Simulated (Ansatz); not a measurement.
# TiAl: the cost of one run

Method: DFT PBEsol, scalar-relativistic, plane waves, PAW, in Ansatz 0.2.0.

1 further run of the same task is left out (set aside as unsound or not needed).

**1. The structure to begin with**

The structure is tetragonal, space group P4/mmm (No. 123). Conventional cell: a = 2.795 Å, b = 2.795 Å, c = 4.039 Å, α = 90.00°, β = 90.00°, γ = 90.00°. Around Ti (site symmetry 4/mmm) lie 4 Ti at 2.80 Å and 8 Al at 2.83 Å. Al (site symmetry 4/mmm) is surrounded by 4 Al at 2.80 Å and 8 Ti at 2.83 Å.

Coordinates:

```
CELL_PARAMETERS angstrom
2.79516 0.00000 0.00000
0.00000 2.79516 0.00000
0.00000 0.00000 4.03874
ATOMIC_POSITIONS crystal
Ti 0.00000 0.00000 0.00000
Al 0.50000 0.50000 0.50000
```

This cell was relaxed beforehand with the same method: volume 15.78 Å³/atom, gap on the mesh none (metal).

**2. Cutting the slab**

Planes are indexed in the bulk's conventional cell (P4/mmm (No. 123)), a = 2.795 Å, b = 2.795 Å, c = 4.039 Å, α = 90.00°, β = 90.00°, γ = 90.00°.

A (110) slab, 5.9 Å thick as cut, with 17 Å of vacuum; its outer planes are TiAl (top) and TiAl (bottom).

The slab as cut. Layers, bottom to top:

```tsv
plane	atoms per cell	height over the lowest (Å)
1	TiAl	0.00
2	TiAl	1.98
3	TiAl	3.95
4	TiAl	5.93
```

**3. The clean surface, relaxed**

File input.yaml:

```yaml
crystal:
  lattice:
    - [3.952951199, 0.0, 0.0]
    - [0.0, 4.0387404748, 0.0]
    - [0.0, 0.0, 22.9294267986]
  atoms:
    - { symbol: Ti, position: [0.5, 0.0, 0.3707026815] }
    - { symbol: Al, position: [0.0, 0.5, 0.3707026815] }
    - { symbol: Ti, position: [0.0, 0.0, 0.4569008938] }
    - { symbol: Al, position: [0.5, 0.5, 0.4569008938] }
    - { symbol: Ti, position: [0.5, 0.0, 0.5430991062] }
    - { symbol: Al, position: [0.0, 0.5, 0.5430991062] }
    - { symbol: Ti, position: [0.0, 0.0, 0.6292973185] }
    - { symbol: Al, position: [0.5, 0.5, 0.6292973185] }
basis:
  ecutwfc: 420
kpoints:
  mp_grid: { grid: [7, 7, 1] }
hamiltonian:
  xc: pbesol
scf:
  occupations: { method: gaussian, width: 0.1 }
output:
  forces: true
  eigenvalues: true
  write_density: true
  write_potential: true
  elf: true
  volumetric_format: npy
relax:
  adjacent_minimum: "off"
  f_tol: 0.03
  max_steps: 70
  constraints: [{ sites: [0, 1, 2, 3] }]
efield:
  axis: 3
  dipole_correction: true
  ramp_width: 0.04
```

Started as:

```sh
> ansatz run input.yaml --threads 1 --pin off --max-ram 2560MiB --backend cpu --events-out ev --progress --plain --runs-dir out
```

What time and memory should one allow on 1 thread of AMD EPYC 7R43 (Zen 3), shared host?

About 67 s, with a peak of 0.61 GiB.
